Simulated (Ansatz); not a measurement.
The system is MgTe.

```xyz
2
Lattice="0.0000 3.2320 3.2320 3.2320 0.0000 3.2320 3.2320 3.2320 0.0000" Properties=species:S:1:pos:R:3 pbc="T T T"
Te    1.6160    1.6160    1.6160
Mg    0.0000    0.0000    0.0000
```

The cell comes from a database or a generator and needn't be the stable form of this composition.

A run of Ansatz 0.2.0 on this cell left the log below. Logs are shortened: lines on timing, memory, paths and dates and some standing lists are left out, and cuts for length are marked.

```text
Warning: RAYON_NUM_THREADS=2 ignored (pool sized by the plan → 2); use --threads N
Engine: ansatz 0.2.0, aarch64-unknown-linux-gnu
Pseudopotentials: kind: paw
Pseudopotential: Te, paw, valence charge 16, recommended cutoff 420 eV (normal), Te.paw.azcp
Pseudopotential: Mg, paw, valence charge 10, recommended cutoff 420 eV (normal), Mg.paw.azcp
Functional definition: PBE
  parameter kappa = 0.804
  parameter beta = 0.06672455060314922
  exchange = pbe_x(kappa = kappa, mu = beta*pi^2/3)
  correlation = pbe_c(beta = beta)
Crystal: 2 atoms, lattice volume = 67.522 Å³
Basis set: ecut = 420 eV, 1363 PW (Γ), exchange–correlation on 64×64×64 points (8 copies of the dense FFT grid, shifted against one another)
Bands: 17, of which v1, the nominal top of the filled ones, is band 13 counted from 1 (12 counted from 0)
Symmetry: 24 space group operations
Space group: F-43m (ITA 216), of the structure as read, at distance tolerance 4.1e-5 Å
k-points: 20 of 343 (time reversal used)
Non-local potential: Te, projectors of the file, l = 0: 2, l = 1: 2, l = 2: 2, l = 3: 2
Non-local potential: Mg, projectors of the file, l = 0: 3, l = 1: 2, l = 2: 1
PAW form: soft (Blöchl's): semilocal exchange-correlation on the pseudo side does not see the compensation charge
PAW one-centre angular grid: Te, 590 points (default); XC on 64 Gauss nodes
PAW one-centre angular grid: Mg, 110 points (default); XC on 64 Gauss nodes
Initial density: superposition of atomic densities (neutral atoms: chi_scale 0, normalization atom), corrected by the library's trained network
Initial wavefunctions: pseudopotential atomic-orbital guess
Functional: x = pbe(κ = 0.804, μ = 0.2195149727645171), c = pbe(β = 0.06672455060314922)
SCF iter   1: F=—  HF=-8905.521658 eV  |F-HF|=—  |Δ(HF+E_count)|=         —  Δρ=8.66e-4  dr2=9.34e-4  ethr=1.77e-3  ⟨swp⟩=6.0  Hψ=1868  notcnv=0
preconditioner: auto → none  [insulator: Δε(μ)=2.409 eV  Ē_g=9.135 eV  σ=0.050 eV  W_gap=1.00  n_scr=14 (ndim 8)  ℏωp=12.8 eV  f_vac=0.114  D(μ)=0.00/eV (n_scr^D=0)  ε∞_Penn≈3.0]
SCF iter   2: F=—  HF=-8905.520036 eV  |F-HF|=—  |Δ(HF+E_count)|=   1.62e-3  Δρ=3.54e-4  dr2=8.38e-5  ethr=3.59e-6  ⟨swp⟩=2.5  Hψ=752  notcnv=0
SCF iter   3: F=—  HF=-8905.520024 eV  |F-HF|=—  |Δ(HF+E_count)|=   1.24e-5  Δρ=1.01e-4  dr2=4.80e-6  ethr=3.22e-7  ⟨swp⟩=2.0  Hψ=580  notcnv=0
SCF iter   4: F=—  HF=-8905.520027 eV  |F-HF|=—  |Δ(HF+E_count)|=   3.43e-6  Δρ=4.11e-5  dr2=8.31e-7  ethr=1.84e-8  ⟨swp⟩=2.0  Hψ=520  notcnv=0
iter 5 did not close the SCF: its close was put off for the readings that it lacked (scf_convergence_deferred on its scf_iter line)
SCF iter   5: F=-8905.520028 eV  HF=-8905.520028 eV  |F-HF|=3.20e-8  |Δ(HF+E_count)|=   1.25e-6  Δρ=8.51e-6  dr2=4.40e-8  ethr=3.20e-9  ⟨swp⟩=2.0  Hψ=420  notcnv=0
SCF iter   6: F=-8905.520028 eV  HF=-8905.520028 eV  |F-HF|=1.30e-9  |Δ(HF+E_count)|=   5.70e-8  Δρ=9.88e-7  dr2=5.73e-10  ethr=1.69e-10  ⟨swp⟩=3.0  Hψ=1423  notcnv=0
SCF 1 converged in 6 iterations: F = -8905.520028 eV  dr2 = 5.73e-10
  greatest PAW one-centre occupation: 1.000 electrons in one spin orbital (limit 2), on the Mg atom at site 1 (counted from 0), in its partial waves of l = 0
SCF converged after 6 iterations
Free energy (F): -8905.520028 eV
Harris-Foulkes:  -8905.520028 eV  (|F-HF|=1.30e-9)
Internal energy: -8905.520028 eV  (E = F + TS)
E sigma→0 (E₀):  -8905.520028 eV
Fermi energy:    5.559512 eV
--- Per-component energies (eV) ---
  E_band       = -668.133131
  E_kinetic    = 256.340238
  E_local      = -3310.767823  (includes V_loc(G=0)·N_el)
  E_nonlocal   = -214.111124
  E_hartree    = 1575.876807
  E_xc         = -153.226614
  E_vxc        = -141.493591  (∫ρ·V_xc dr)
  E_paw        = -4955.787074  (= ΣΔE_a)
  E_vpaw       = -409.854636  (= ΣTr[D̂ρ^β])
  E_aug_tail   = -0.000212  (compensation charges beyond the density's cutoff)
  E_ewald      = -2103.844226
  E_smearing   = -0.000000  (= −TS)
  E_closure    = -0.000000  (closes the sum)
  Σ components = -8905.520028   (vs F -8905.520028, Δ=0.00e0)
--- Forces (eV/Å), atoms counted from 1 ---
  atom   1  Te     0.00000000    -0.00000000     0.00000000
  atom   2  Mg     0.00000000    -0.00000000     0.00000000
  max |Σ_I F_I| component: 1.67e-16 eV/Å
--- Stress (GPa, compression-positive) ---
        0.738014      -0.000000      -0.000000
       -0.000000       0.738014       0.000000
        0.000000       0.000000       0.738014
  P = ⅓ Tr σ = 0.7380 GPa (7.380 kbar)
--- Band table (eV; the first three rows and the last of 20) ---
  k-point 0: bands = ["-70.7774", "-37.5318", "-37.5318", "-37.5318", "-30.7687", "-30.7687", "-30.7687", "-30.7608", "-30.7608", "-5.8818", "4.2999", "4.2999", "4.2999", "6.7203", "9.7726", "9.7726", "9.7726"]
  k-point 1: bands = ["-70.7774", "-37.5318", "-37.5318", "-37.5318", "-30.7687", "-30.7686", "-30.7686", "-30.7608", "-30.7608", "-5.7854", "3.3532", "4.2102", "4.2102", "7.4772", "9.7396", "9.9802", "9.9802"]
  k-point 2: bands = ["-70.7774", "-37.5319", "-37.5318", "-37.5318", "-30.7688", "-30.7684", "-30.7684", "-30.7608", "-30.7608", "-5.5477", "2.0318", "4.0301", "4.0301", "7.7283", "10.0765", "10.0765", "10.7443"]
  k-point 19: bands = ["-70.7774", "-37.5319", "-37.5319", "-37.5318", "-30.7689", "-30.7684", "-30.7680", "-30.7608", "-30.7606", "-5.1059", "1.5976", "2.3595", "3.1131", "8.5118", "9.8580", "10.8101", "11.2102"]
```

Problem. Write the input and the command behind it.

Solution. Single point with PBE, no spin polarisation. The files as run (others can give the same):

input.yaml
```yaml
crystal:
  lattice:
    - [0.0, 3.2319988239, 3.2319988239]
    - [3.2319988239, 0.0, 3.2319988239]
    - [3.2319988239, 3.2319988239, 0.0]
  atoms:
    - { symbol: Te, position: [0.25, 0.25, 0.25] }
    - { symbol: Mg, position: [0.0, 0.0, 0.0] }
hamiltonian:
  xc: pbe
  pseudopotentials: { kind: paw }
kpoints:
  mp_grid: { grid: [7, 7, 7] }
scf:
  occupations: { method: fermi_dirac, width: 0.05 }
output:
  forces: true
  stress: true
  eigenvalues: true
```

Potentials or basis: Ansatz PAW.
Command:
```sh
$ ansatz run input.yaml --threads 2 --pin off --max-ram 5120MiB --backend cpu --events-out ev --progress --plain --runs-dir out
```

Caveat: odd divisions of the mesh miss points on the zone boundary, where band edges often lie, so the gap on the mesh can be too wide; spin-orbit coupling is left out, which moves the levels of the heavy elements.
